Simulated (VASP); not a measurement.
# PtS2 (R-3m) in VASP: single point with PBE

Aim: the single point of PtS2 with PBE.

Program: VASP 6.6.1. These are calculated values, not measurements. Logs are shortened: lines on timing, memory, paths and dates and some standing lists are left out, and cuts for length are marked.

### 1 Starting point

It takes space group R-3m (No. 166, trigonal). Conventional cell: a = 3.529 Å, b = 3.529 Å, c = 16.569 Å, α = 90.00°, β = 90.00°, γ = 120.00°. Around Pt (site symmetry -3m) lie 6 S at 2.39 Å. S (site symmetry 3m) has 3 Pt at 2.39 Å as nearest neighbours.

The cell was built by a generator and needn't be a form met in nature.

### 2 Single point, PBE

File INCAR:

```
PREC     = Accurate       # precision mode
ENCUT    = 520            # plane-wave cutoff, eV
EDIFF    = 1E-6           # SCF threshold, eV
ISMEAR   = 0              # smearing method
SIGMA    = 0.01           # smearing width, eV
LREAL    = F              # projectors in reciprocal space
LASPH    = T              # aspherical terms in the spheres
NELM     = 100            # most SCF steps
ALGO     = Normal         # electronic algorithm
ISIF     = 2              # what is computed and relaxed
LWAVE    = F              # write WAVECAR
LCHARG   = F              # write CHGCAR
GGA      = PE             # functional
NBANDS   = 18             # bands
```

File KPOINTS:

```
regular mesh
0
Gamma
  6 6 6
```

File POSCAR:

```
PtS2
1.0
    1.7644429029      1.0187015850      5.5230462153
   -1.7644429029      1.0187015850      5.5230462153
    0.0000000000     -2.0374031699      5.5230462153
Pt S
1 2
Direct
    0.0000000000      0.0000000000      0.0000000000
    0.2583047871      0.2583047871      0.2583047871
    0.7416952129      0.7416952129      0.7416952129
```

Potentials or basis: VASP PAW PBE potentials, release 64 (Pt, S).

Started as:

```
> cat potpaw_PBE.64/Pt/POTCAR potpaw_PBE.64/S/POTCAR > POTCAR
> mpirun -np 1 vasp_std > vasp.out
```

OUTCAR:

```text
PREC = Accurate
   ENCUT = 520
   EDIFF = 1E-6
   ISMEAR = 0
   LREAL = F
   LASPH = T
   NELM = 100
   ISIF = 2
   GGA = PE

 ion  position               nearest neighbor table
   1  0.000  0.000  0.000-   3 2.39   3 2.39   2 2.39   2 2.39   3 2.39   2 2.39
   2  0.258  0.258  0.258-   1 2.39   1 2.39   1 2.39
   3  0.742  0.742  0.742-   1 2.39   1 2.39   1 2.39

  LATTYP: Found a trigonal (rhomboedric) cell.
 ALAT       =     5.8868540982
 COS(alpha) =     0.8203287168

  Lattice vectors:

 A1 = (   1.7644429029,   1.0187015850,   5.5230462153)
 A2 = (  -1.7644429029,   1.0187015850,   5.5230462153)
 A3 = (   0.0000000000,  -2.0374031699,   5.5230462153)

Analysis of symmetry for initial positions (statically):
=====================================================================
 Subroutine PRICEL returns:
 Original cell was already a primitive cell.

 Routine SETGRP: Setting up the symmetry group for a
 trigonal (rhombohedral) supercell.

 Subroutine GETGRP returns: Found 12 space group operations
 (whereof 12 operations were pure point group operations)
 out of a pool of 12 trial point group operations.

The static configuration has the point symmetry D_3d.

Analysis of symmetry for dynamics (positions and initial velocities):
=====================================================================
 Subroutine PRICEL returns:
 Original cell was already a primitive cell.

 Routine SETGRP: Setting up the symmetry group for a
 trigonal (rhombohedral) supercell.

 Subroutine GETGRP returns: Found 12 space group operations
 (whereof 12 operations were pure point group operations)
 out of a pool of 12 trial point group operations.

The dynamic configuration has the point symmetry D_3d.

 Subroutine INISYM returns: Found 12 space group operations
 (whereof 12 operations are pure point group operations),
 and found     1 'primitive' translations

----------------------------------------------------------------------------------------

                                     Primitive cell

  volume of cell :      59.5641

  direct lattice vectors                    reciprocal lattice vectors
     1.764442903  1.018701585  5.523046215     0.283375562  0.163606957  0.060353167
    -1.764442903  1.018701585  5.523046215    -0.283375562  0.163606957  0.060353167
     0.000000000 -2.037403170  5.523046215     0.000000000 -0.327213915  0.060353168

  length of vectors
     5.886854098  5.886854098  5.886854098     0.332733303  0.332733303  0.332733303

  position of ions in fractional coordinates (direct lattice)
     0.000000000  0.000000000  0.000000000
     0.258304787  0.258304787  0.258304787
     0.741695213  0.741695213  0.741695213

  ion indices of the primitive-cell ions
   primitive index   ion index
                 1           1
                 2           2
                 3           3

----------------------------------------------------------------------------------------

 KPOINTS: regular mesh

Automatic generation of k-mesh.
 Grid dimensions read from file:
 generate k-points for:    6    6    6

 Generating k-lattice:

  Cartesian coordinates                     Fractional coordinates (reciprocal lattice)
     0.047229260  0.027267826  0.010058861     0.166666667 -0.000000000 -0.000000000
    -0.047229260  0.027267826  0.010058861    -0.000000000  0.166666667 -0.000000000
     0.000000000 -0.054535652  0.010058861     0.000000000  0.000000000  0.166666667

  Length of vectors
     0.055455550  0.055455550  0.055455550

  Shift w.r.t. Gamma in fractional coordinates (k-lattice)
     0.000000000  0.000000000  0.000000000

 Subroutine IBZKPT returns following result:
 ===========================================

 Found     32 irreducible k-points:

 Following reciprocal coordinates:
            Coordinates               Weight
  0.000000  0.000000  0.000000      1.000000
  0.166667  0.000000  0.000000      6.000000
  0.333333  0.000000  0.000000      6.000000
  0.500000 -0.000000  0.000000      3.000000
  0.166667  0.166667  0.000000      6.000000
  0.333333  0.166667  0.000000     12.000000
[... 16 lines left out ...]
  0.500000  0.500000  0.166667      6.000000
 -0.333333  0.500000  0.166667     12.000000
 [... further k-points ...]
   k-points           NKPTS =     32   k-points in BZ     NKDIM =     32   number of bands    NBANDS=     18
   number of dos      NEDOS =    301   number of ions     NIONS =      3
   total plane-waves  NPLWV = 110592
   dimension x,y,z NGX =    48 NGY =   48 NGZ =   48
   dimension x,y,z NGXF=    96 NGYF=   96 NGZF=   96
   ions per type =               1   2
   NGX,Y,Z   is equivalent  to a cutoff of  13.56, 13.56, 13.56 a.u.
   NGXF,Y,Z  is equivalent  to a cutoff of  27.11, 27.11, 27.11 a.u.
 SYSTEM =  unknown system
   PREC   = accura    normal or accurate (medium, high low for compatibility)
   ISTART =      0    job   : 0-new  1-cont  2-samecut
   ICHARG =      2    charge: 1-file 2-atom 10-const
   ISPIN  =      1    spin polarized calculation?
   LNONCOLLINEAR =      F non collinear calculations
   LSORBIT =      F    spin-orbit coupling
   LASPH  =      T    aspherical Exc in radial PAW
   ENCUT  =  520.0 eV  38.22 Ry    6.18 a.u.  10.95 10.95 10.95*2*pi/ulx,y,z
   NELM   =    100;   NELMIN=  2; NELMDL= -5     # of ELM steps
   EDIFF  = 0.1E-05   stopping-criterion for ELM
   LREAL  =      F    real-space projection
   EDIFFG = 0.1E-04   stopping-criterion for IOM
   NSW    =      0    number of steps for IOM
   IBRION =     -1    ionic relax: 0-MD 1-quasi-New 2-CG
   NFREE  =      0    steps in history (QN), initial steepest desc. (CG)
   ISIF   =      2    stress and relaxation
   ISYM   =      2    0-nonsym 1-usesym 2-fastsym
   POTIM  = 0.5000    time-step for ionic-motion
   TEBEG  =    0.0;   TEEND  =   0.0 temperature during run
   PSTRESS=    0.0 pullay stress
   NELECT =      22.0000    total number of electrons
   NUPDOWN=      -1.0000    fix difference up-down
   EMIN   =  10.00;   EMAX   =-10.00  energy-range for DOS
   EFERMI =   0.00;   METHOD = LEGACY
   ISMEAR =     0;   SIGMA  =   0.01  broadening in eV -4-tet -1-fermi 0-gaus
   EFERMI_NEDOS =   21; number of points for ismear=-14 and -15
   IALGO  =     38    algorithm
   IMIX   =      4    mixing-type and parameters
     AMIX     =   0.40;   BMIX     =  1.00
     AMIX_MAG =   1.60;   BMIX_MAG =  1.00
  volume/ion in A,a.u.               =      19.85       133.99
  Fermi-wavevector in a.u.,A,eV,Ry     =   1.174593  2.219660 18.771545  1.379670
  Thomas-Fermi vector in A             =   2.310988
   LORBIT       =      0    0 simple, 1 ext, 2 COOP (PROOUT), +10 PAW based schemes
   GGA     = PE    functional components
   LHFCALC =     F    Hartree Fock is set to
   AEXX    =    0.0000 exact exchange contribution
   IVDW    =     0    specifies the selected vdW correction
   LEPSILON=     F    determine dielectric tensor
   LRPA    =     F    only Hartree local field effects (RPA)
 non-spin polarized calculation
 Gauss-broadening in eV      SIGMA  =   0.01
  energy-cutoff  :      520.00
  volume of cell :       59.56
 maximum number of plane-waves:      1635
 NGX is ok and might be reduce to    48
   NGX = 21   NGY = 21   NGZ = 21

 number of electron      21.9999999 magnetization

 Free energy of the ion-electron system (eV)
  ---------------------------------------------------
  ext. energy  EPLUGINS =         0.00000000
  ---------------------------------------------------
  free energy    TOTEN  =       -15.40806150 eV

  energy without entropy =      -15.40806150  energy(sigma->0) =      -15.40806150

 E-fermi :   5.4315     XC(G=0): -10.0977

 val. band max:        5.3804089237   @ k =   0.3333   0.1667   0.1667
 cond. band min:       6.7006577502   @ k =  -0.1667   0.1667   0.0000
 fundamental gap:      1.3202488265
 Fermi energy:         5.4314518925

 k-point     1 :       0.0000    0.0000    0.0000
  band No.  band energies     occupation
      1      -9.2868      2.00000
      2      -6.7856      2.00000
      3      -0.8927      2.00000
      4      -0.6804      2.00000
      5      -0.6804      2.00000
      6       2.0014      2.00000
[... 10 lines left out ...]
     17      13.6191      0.00000
     18      16.8017      0.00000

 k-point     2 :       0.1667    0.0000    0.0000
  band No.  band energies     occupation
      1      -8.9375      2.00000
      2      -6.8988      2.00000
      3      -0.6685      2.00000
      4      -0.4823      2.00000
      5      -0.4059      2.00000
      6       1.4365      2.00000
[... 10 lines left out ...]
     17      14.6923      0.00000
     18      15.7669      0.00000

 k-point     3 :       0.3333    0.0000    0.0000
  band No.  band energies     occupation
      1      -8.0985      2.00000
      2      -7.0961      2.00000
      3      -0.7234      2.00000
      4      -0.1917      2.00000
      5       0.2285      2.00000
      6       0.6933      2.00000
[... 10 lines left out ...]
     17      15.3004      0.00000
     18      15.7173      0.00000

 k-point     4 :       0.5000   -0.0000    0.0000
  band No.  band energies     occupation
      1      -7.6084      2.00000
      2      -7.1238      2.00000
      3      -1.4307      2.00000
      4      -0.1485      2.00000
      5       0.4991      2.00000
      6       1.2118      2.00000
[... 375 lines left out ...]
      4      -0.2149      2.00000
      5       0.6749      2.00000
      6       0.9078      2.00000
[... 10 lines left out ...]
     17      14.7598      0.00000
     18      15.7394      0.00000

 k-point    23 :       0.5000    0.5000    0.1667
  band No.  band energies     occupation
      1      -7.9631      2.00000
      2      -7.2558      2.00000
      3      -0.8596      2.00000
      4      -0.1503      2.00000
      5      -0.0449      2.00000
      6       1.0947      2.00000
[... 10 lines left out ...]
     17      14.8438      0.00000
     18      15.6309      0.00000

 k-point    24 :      -0.3333    0.5000    0.1667
  band No.  band energies     occupation
      1      -7.4800      2.00000
      2      -7.2631      2.00000
      3      -1.1306      2.00000
      4      -0.2559      2.00000
      5       0.3789      2.00000
      6       1.1830      2.00000
[... 10 lines left out ...]
     17      14.3710      0.00000
     18      15.8904      0.00000

 [... further k-points ...]

------------------------ aborting loop because EDIFF is reached ----------------------------------------

  FORCE on cell =-STRESS in cart. coord.  units (eV):
  Direction    XX          YY          ZZ          XY          YZ          ZX
  --------------------------------------------------------------------------------------
  -------------------------------------------------------------------------------------
  Total        1.3097816      1.3097816      0.8053792      0.0000000      0.0000000     -0.0000000
  in kB       35.2309990     35.2309990     21.6633916      0.0000000      0.0000000     -0.0000000
  external PRESSURE =      30.7084632 kB  Pullay stress =       0.0000000 kB

 VOLUME and BASIS-vectors are now :
 -----------------------------------------------------------------------------
  energy-cutoff  :      520.00
  volume of cell :       59.56
      direct lattice vectors                 reciprocal lattice vectors
     1.764442903  1.018701585  5.523046215     0.283375562  0.163606957  0.060353167
    -1.764442903  1.018701585  5.523046215    -0.283375562  0.163606957  0.060353167
     0.000000000 -2.037403170  5.523046215     0.000000000 -0.327213915  0.060353168

 POSITION                                       TOTAL-FORCE (eV/Angst)
 -----------------------------------------------------------------------------------
      0.00000      0.00000      0.00000         0.000000     -0.000000     -0.000000
      0.00000      0.00000      4.27989         0.000000     -0.000000     -0.005356
      0.00000      0.00000     12.28925         0.000000      0.000000      0.005356
 -----------------------------------------------------------------------------------
    total drift:                               -0.000000     -0.000000     -0.000000

  FREE ENERGIE OF THE ION-ELECTRON SYSTEM (eV)
  ---------------------------------------------------
  free  energy   TOTEN  =       -15.4080615012 eV

  energy  without entropy=      -15.4080615012  energy(sigma->0) =      -15.40806150
```

Run time: 2.4 min. Hardware: 1 thread of AMD EPYC 7R43 (Zen 3), shared host; peak memory 0.27 GiB.

What came out:

| Quantity | Value |
| --- | --- |
| Free energy | -15.4081 eV |
| Pressure | 3.1 GPa |
| Largest force | 0.005 eV/Å |
| Band gap on the k mesh | 1.32 eV, indirect (least direct gap 1.49 eV) |

Forces in eV/Å, atoms in the order of the input:
```
Pt   0.000  0.000  0.000
S    0.000  0.000 -0.005
S    0.000  0.000  0.005
```

Caveat: spin-orbit coupling is left out, which moves the levels of the heavy elements. A hybrid or GW would open this gap; PBE tends to underestimate it.
